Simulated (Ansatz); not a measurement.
P, a slab with vacuum:

```
CELL_PARAMETERS angstrom
3.28373 0.00000 0.00000
0.00000 34.85703 0.00000
0.00000 0.00000 4.63208
ATOMIC_POSITIONS crystal
P 0.50000 0.97026 0.90785
P 0.50000 0.02974 0.09215
P 0.00000 0.02974 0.40785
P 0.00000 0.97026 0.59215
```

Base run:

* Program: Ansatz 0.2.0
* Functional: LDA
* Potentials or basis: Ansatz PAW
* Cutoff: 420 eV
* Density cutoff: 1680 eV
* k mesh: 5 × 1 × 4
* Occupations: fermi-dirac, width 0.05 eV
* Spin: no spin polarisation

Its results: band gap on the k mesh 0.84 eV, direct; largest force 0.184 eV/Å.

Task: The run is repeated on the same cell with these changes: functional from LDA to PBE0. What comes out?

Result: Band gap on the k mesh 2.29 eV, direct; largest force 0.131 eV/Å.

PBE0 gives the wider gap, since exact exchange removes part of the self-interaction.

Caveats: odd divisions of the mesh miss points on the zone boundary, where band edges often lie, so the gap on the mesh can be too wide; the PAW data sets come from PBE, with cores solved anew for the run's functional, which leaves a small shift of forces and pressure.

A k mesh can miss the band edges.

Not every run made on this cell is shown here.
